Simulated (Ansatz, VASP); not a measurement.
**CoO in VASP and in Ansatz**

The input INCAR:

```
PREC = Accurate
ENCUT = 520
EDIFF = 1E-6
ISMEAR = -1
SIGMA = 0.05
LREAL = False
LASPH = True
NELM = 150
ALGO = Normal
ISIF = 2
LWAVE = False
LCHARG = False
ISPIN = 2
MAGMOM = 2 0
LORBIT = 11
LMAXMIX = 4
GGA = PS
NBANDS = 18
```

The input KPOINTS:

```
Automatic mesh
0
Gamma
  10 10 10
```

Contents of POSCAR:

```
CoO
1.0
    1.6233040996      0.9372150589      2.6002441171
   -1.6233040996      0.9372150589      2.6002441171
    0.0000000000     -1.8744301178      2.6002441171
Co O
1 1
Direct
    0.9989783200      0.9989783200      0.9989783200
    0.7510210300      0.7510210300      0.7510210300
```

The input input.yaml:

```yaml
crystal:
  lattice:
    - [1.6233040996, 0.9372150589, 2.6002441171]
    - [-1.6233040996, 0.9372150589, 2.6002441171]
    - [0.0, -1.8744301178, 2.6002441171]
  atoms:
    - { symbol: Co, position: [0.99897832, 0.99897832, 0.99897832], spin: 2.0 }
    - { symbol: O, position: [0.75102103, 0.75102103, 0.75102103] }
hamiltonian:
  xc: pbesol
  pseudopotentials: { kind: paw }
magnetization:
  spin_polarized: true
kpoints:
  mp_grid: { grid: [10, 10, 10] }
scf:
  occupations: { method: fermi_dirac, width: 0.05 }
output:
  forces: true
  stress: true
  eigenvalues: true
```

Measurements of this composition are mostly on another form, of space group No. 225.

Alike in both runs: task single point; functional PBEsol; k mesh 10 × 10 × 10; occupations fermi-dirac, width 0.05 eV; collinear spin.

|  | VASP | Ansatz |
| --- | --- | --- |
| version | VASP 6.6.1 | Ansatz 0.2.0 |
| potentials or method | VASP PAW PBE potentials, release 64 (Co, O) | Ansatz PAW |
| plane-wave cutoff (eV) | 520 | 420 |
| valence electrons in the cell | 15 | 23 |

Ansatz gave:

| Quantity | Value |
| --- | --- |
| gap on the k mesh at the Fermi level (eV) | none |
| pressure (GPa) | -11.9 |
| largest component of the traceless stress (GPa) | 2.85 |
| rms of the force components (eV/Å) | 0.106 |
| net moment per atom (μB) | 1.45 |
| size of the moment on the site where the two differ most (μB) | 2.32 |

Task: What did VASP give for the same quantities?

Result: gap on the k mesh at the Fermi level (eV): none; pressure (GPa): -12.2; largest component of the traceless stress (GPa): 2.85; rms of the force components (eV/Å): 0.106; net moment per atom (μB): 1.44; size of the moment on the site where the two differ most (μB): 2.47.

Site moments also hang on the region over which each program counts them. Atom by atom the forces differ by 0.001 eV/Å (rms over components). A gap of «none» marks a metal or a gap that the smearing closes. The two sets of potentials don't hold the same shells in valence.

Caveats: a cell with one magnetic atom can't hold antiferromagnetic order, which such compounds often take; semilocal functionals often make such compounds metallic where correlation or magnetic order opens a gap, which also shifts bond lengths; the PAW data sets were made with another functional, which shifts forces and pressure a little (VASP); the pressure holds a Pulay correction of +0.7 GPa for the finite cutoff (Ansatz); the PAW data sets come from PBE, with cores solved anew for the run's functional, which leaves a small shift of forces and pressure (Ansatz).
